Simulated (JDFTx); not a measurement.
## InAs: single point with PBE

**Measured values to compare with.**

From a printed reference work, data compilation, for a bulk crystal of InAs at 4.2 K: band gap 0.418 eV (direct).

The system is InAs.

```xyz
2
Lattice="0.0000 3.0180 3.0180 3.0180 0.0000 3.0180 3.0180 3.0180 0.0000" Properties=species:S:1:pos:R:3 pbc="T T T"
In    0.0000    0.0000    0.0000
As    4.5270    4.5270    4.5270
```

| Quantity | Value |
| --- | --- |
| Program | JDFTx 1.7.0 (patched build) |
| Task | single point |
| Functional | PBE |
| Potentials or basis | PseudoDojo-SR-PBE-0.5-standard |
| Cutoff | 1143 eV |
| Density cutoff | 4572 eV |
| k mesh | 8 × 8 × 8 |
| Occupations | fermi-dirac, width 0.05 eV |
| Spin | no spin polarisation |

| Quantity | Value |
| --- | --- |
| Pressure | 4.4 GPa |
| Band gap on the k mesh | none (metal or under the smearing width) |
| Loewdin charges | In +0.26; As -0.23 e |

Levels at points of the mesh, in eV from the Fermi level:
```tsv
k point	band 11	band 12	band 13	band 14	band 15	band 16	band 17
(0.00, 0.00, 0.00)	-11.95	-0.22	-0.05	-0.05	-0.05	3.87	3.87
(0.00, 0.00, 0.50)	-10.47	-5.84	-1.04	-1.04	0.92	4.64	4.64
(0.00, 0.50, 0.50)	-9.92	-5.91	-2.38	-2.38	1.50	2.02	9.19
```

Wall time 3 min on 1 thread of Arm Neoverse V1, with other jobs on the host, peak memory 0.16 GiB.

Against the measured gap of InAs, 0.418 eV (direct; 4.2 K; a printed reference work, data compilation), the calculated 0.00 eV is off by -0.42 eV. Spin-orbit coupling on As, In is left out. The value is that of PBE on a finite k mesh, which can miss the band edges, without temperature or zero-point motion. Semilocal functionals fall short of measured gaps as a rule.

Caveat: the empty levels aren't tightly converged; this crystal is a semiconductor, whose small gap the functional closes, so the metal is an error of the method.
